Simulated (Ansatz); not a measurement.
This HfC structure is the end of a relaxation. It comes from a database structure that was distorted and then relaxed.

Method: DFT PBE, scalar-relativistic, plane waves, PAW in Ansatz 0.2.0. Cutoff 420 eV, Γ-centred mesh, Gaussian smearing, no spin polarisation.

```yaml
crystal:
  lattice:
    - [0.00000, 2.32567, 2.32567]
    - [2.32567, 0.00000, 2.32567]
    - [2.32567, 2.32567, 0.00000]
  atoms:
    - { symbol: Hf, position: [0.50000, 0.50000, 0.50000] }
    - { symbol: C, position: [0.00000, 0.00000, 0.00000] }
```

The zero of energy is the elements' standard structures at the same level; no fitted shifts are applied.

**Question.** Find its symmetry and describe it.

**Answer.** Fm-3m (No. 225), the rock salt type. Conventional cell: a = 4.651 Å. Hf has 6 C at 2.33 Å; C is surrounded by 6 Hf at 2.33 Å.

**Question.** What is its formation energy per atom?

**Answer.** −0.92 eV/atom. Whether it is stable depends on the other phases of the system, which aren't compared here.

**Question.** Is it a metal?

**Answer.** Yes, bands cross the Fermi level on the 20×20×20 mesh.

The last run used a 20×20×20 mesh for its 2-atom cell and Gaussian smearing of 0.10 eV. Spin–orbit coupling, which can matter for Hf, is left out. The reference form of C is held partly by dispersion forces, which this level lacks. A structure relaxed within its symmetry needn't be a true minimum.
